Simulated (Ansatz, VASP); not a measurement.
Ir: VASP beside Ansatz

INCAR

```
PREC = Accurate
ENCUT = 520
EDIFF = 1E-6
ISMEAR = -1
SIGMA = 0.1
LREAL = False
LASPH = True
NELM = 60
ALGO = Normal
ISIF = 2
LWAVE = False
LCHARG = True
GGA = B5
ALDAX = 1.0
AGGAX = 1.0
AGGAC = 1.0
ALDAC = 0.0
LELF = True
LVHAR = True
NBANDS = 10
```

KPOINTS

```
Automatic mesh
0
Gamma
  16 16 16
```

POSCAR

```
Ir
1.0
   -1.5833006708      1.5833006708      1.5833006708
    1.5833006708     -1.5833006708      1.5833006708
    1.5833006708      1.5833006708     -1.5833006708
Ir
1
Direct
    0.0000000000      0.0000000000      0.0000000000
```

Input for Ansatz:

```yaml
crystal:
  lattice:
    - [-1.5833006708, 1.5833006708, 1.5833006708]
    - [1.5833006708, -1.5833006708, 1.5833006708]
    - [1.5833006708, 1.5833006708, -1.5833006708]
  atoms:
    - { symbol: Ir, position: [0.0, 0.0, 0.0] }
hamiltonian:
  xc: blyp
  pseudopotentials:
    kind: paw
    azcp:
      Ir: "pseudopotentials/Ir.paw.azcp"
basis:
  ecutwfc: 420
  fft_grid_basis: typed
kpoints:
  mp_grid: { grid: [16, 16, 16], shift: [0, 0, 0] }
magnetization:
  spin_polarized: false
scf:
  occupations: { method: fermi_dirac, width: 0.1 }
  lower_state_search: "off"
output:
  stress: true
```

Alike in both runs: task single point; functional BLYP; k mesh 16 × 16 × 16; occupations fermi-dirac, width 0.1 eV; no spin polarisation.

```csv
,VASP,Ansatz
version,VASP 6.6.1,Ansatz 0.2.0
potentials or method,"VASP PAW PBE potentials, release 64 (Ir)","plane waves (420 eV) with PAW, scalar-relativistic"
plane-wave cutoff (eV),520,420
valence electrons in the cell,9,17
```

```tsv
	VASP	Ansatz	Ansatz less VASP
pressure (GPa)	2.1	0.1	-1.99
```

The functional is the same, so the differences come from potentials, cutoffs and numerics. The two sets of potentials don't hold the same shells in valence.

Caveats: the PAW data sets were made with another functional, which shifts forces and pressure a little (VASP). The runs have no spin-orbit coupling, so splittings on Ir are missing.
